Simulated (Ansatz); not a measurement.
Runs of Ansatz 0.2.0 on AlNi. Symmetry: Pm-3m, No. 221, cubic system. Conventional cell: a = 2.881 Å, b = 2.881 Å, c = 2.881 Å, α = 90.00°, β = 90.00°, γ = 90.00°. Around Ni (site symmetry m-3m) lie 8 Al at 2.50 Å. Al (site symmetry m-3m) is surrounded by 8 Ni at 2.50 Å. 

```csv
task,level,potentials or basis,U,cutoff (eV),basis error allowed,gap on the mesh (eV),pressure (GPa),moment (μB)
density of states,PBEsol+U,"all-electron LAPW, scalar-relativistic",Ni d U = 4 eV,255,0.001 eV/atom,none,(a),0.00
density of states,PBEsol,"all-electron LAPW, scalar-relativistic",-,255,0.001 eV/atom,none,-3.4,0.00
density of states,PBEsol+U,"all-electron LAPW, scalar-relativistic",Ni d U = 6 eV,255,0.001 eV/atom,none,-4.6,0.00
band structure,PBEsol,all-electron PAW datasets made for the crystal,-,280,-,-,-3.4,0.00
band structure,PBE,"all-electron LAPW, scalar-relativistic",-,255,0.001 eV/atom,-,1.9,0.00
density of states,PBEsol+U,"all-electron LAPW, scalar-relativistic",Ni d U = 8 eV,255,0.001 eV/atom,none,-4.5,0.00
band structure,PBEsol,"all-electron LAPW, inner shells corrected to Dirac's equation",-,255,0.001 eV/atom,-,-3.4,0.00
```

Alike in all rows: spin collinear, ferromagnetic start; cell as given; k mesh 9 × 9 × 9; smearing fermi-dirac 0.05 eV.

Q: Estimate the missing entries.

A: (a) -4.4.

Caveats: the magnetic state may not be the lowest (some runs); U is the effective U less J, on atomic orbitals that reach past the spheres (some runs); the U is typed as a test and isn't derived for this compound (some runs).

A k mesh can miss the band edges.

A gap of «none» marks a metal or a gap under the smearing width.

Not every run made on this cell is shown here.
